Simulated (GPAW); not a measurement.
PbSe (Clausthalite): band structure with PBEsol

**Measured values to compare with.**

A printed reference work, monograph reports, for a bulk crystal of PbSe at 4.2 K: band gap 0.15 eV (direct).

PbSe (Clausthalite):

```
CELL_PARAMETERS angstrom
0.00000 3.06065 3.06065
3.06065 0.00000 3.06065
3.06065 3.06065 0.00000
ATOMIC_POSITIONS crystal
Pb 0.00000 0.00000 0.00000
Se 0.50000 0.50000 0.50000
```

```yaml
Program: GPAW 26.7.0
Task: band structure
Functional: PBEsol
Potentials_or_basis: PAW data sets generated in the run's folder for this functional
Cutoff: 600 eV
Basis: pw
k_mesh: 8 × 8 × 8
Occupations: fermi-dirac, width 0.05 eV
Spin: no spin polarisation
Maxiter: 150
Band_path: GXWKGLUWLK,UX
Band_points: 100
```

- Pressure: -0.7 GPa
- Band gap on the k mesh: 0.16 eV, direct
- Band gap along the path: 0.16 eV, direct

Levels at the corners of the path, in eV from the valence-band top:
| point | band 8 | band 9 | band 10 | band 11 | band 12 | band 13 |
| --- | --- | --- | --- | --- | --- | --- |
| Γ | -1.92 | -1.92 | -1.92 | 4.62 | 4.62 | 4.62 |
| X | -5.06 | -3.29 | -3.29 | 3.55 | 5.53 | 5.53 |
| W | -4.30 | -4.30 | -0.81 | 1.78 | 4.85 | 4.85 |
| K | -4.65 | -2.78 | -2.45 | 3.30 | 3.93 | 5.35 |
| Γ | -1.92 | -1.92 | -1.92 | 4.62 | 4.62 | 4.62 |
| L | -1.50 | -1.50 | 0.00 | 0.16 | 1.60 | 1.60 |
| U | -4.65 | -2.78 | -2.45 | 3.30 | 3.93 | 5.35 |
| W | -4.30 | -4.30 | -0.81 | 1.78 | 4.85 | 4.85 |
| L | -1.50 | -1.50 | 0.00 | 0.16 | 1.60 | 1.60 |
| K | -4.65 | -2.78 | -2.45 | 3.30 | 3.93 | 5.35 |
| U | -4.65 | -2.78 | -2.45 | 3.30 | 3.93 | 5.35 |
| X | -5.06 | -3.29 | -3.29 | 3.55 | 5.53 | 5.53 |

Run time: 77 s on 1 thread of Arm Neoverse V1 (shared host), peak memory 0.33 GiB.

Against the measured gap of PbSe, 0.15 eV (direct; 4.2 K; a printed reference work, monograph), the calculated 0.16 eV is off by +0.01 eV. 2 values of this kind are on record (0.15 to 0.28 eV); this one was drawn at random. Spin-orbit coupling on Pb, Se is left out. The value is that of PBEsol, without temperature or zero-point motion.

Caveat: spin-orbit coupling is left out, which as a rule narrows the gap of such compounds by several tenths of an eV.
